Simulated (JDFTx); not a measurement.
## KCl (Sylvite) under changes of volume

One of the cells (31.151 Å³/atom); the others are scaled copies at fixed shape and fractional positions:

```xyz
2
Lattice="0.0000 3.1465 3.1465 3.1465 0.0000 3.1465 3.1465 3.1465 0.0000" Properties=species:S:1:pos:R:3 pbc="T T T"
K     0.0000    0.0000    0.0000
Cl    3.1465    3.1465    3.1465
```

| Item | Value |
| --- | --- |
| Program | JDFTx 1.7.0 (patched build) |
| Functional | PBEsol |
| Potentials or basis | PseudoDojo-SR-PBEsol-0.4.1-standard |
| Cutoff | 1007 eV |
| Density cutoff | 8055 eV |
| k mesh | 7 × 7 × 7 |
| Occupations | fermi-dirac, width 0.05 eV |
| Spin | no spin polarisation |

| volume (Å³/atom) | energy over the lowest point (meV/atom) | pressure (GPa) | gap on the mesh (eV) |
| --- | --- | --- | --- |
| 29.282 | ? | ? | ? |
| 29.905 | 0.46 | 0.3 | 5.16 |
| 30.528 | 0.00 | -0.1 | 5.09 |
| 31.151 | 0.97 | -0.4 | 5.03 |
| 31.774 | 3.22 | -0.7 | 4.97 |
| 32.397 | 6.59 | -1.0 | 4.91 |
| 33.020 | 10.96 | -1.2 | 4.85 |

Task: What does the run at 29.282 Å³/atom give?

Result: Energy over the lowest point 2.55 meV/atom; pressure 0.8 GPa; gap on the mesh 5.23 eV.

Worked out: A Birch-Murnaghan fit of order 3 (a polynomial in V^(-2/3)) to the other rows has its minimum at 30.41 Å³/atom with B0 = V·E''(V) = 18.4 GPa and B' = 4.9. It gives 2.54 meV/atom at 29.282 Å³/atom, against the run's 2.55, and -dE/dV = 0.8 GPa, against 0.8. A straight line through the other rows of the gap, of slope -3.1 eV per unit of ln V (its deformation potential), extrapolates to 5.22 eV, against the run's 5.23.

Caveats: an odd mesh through Γ misses points on the zone boundary, where band edges often lie (some runs).
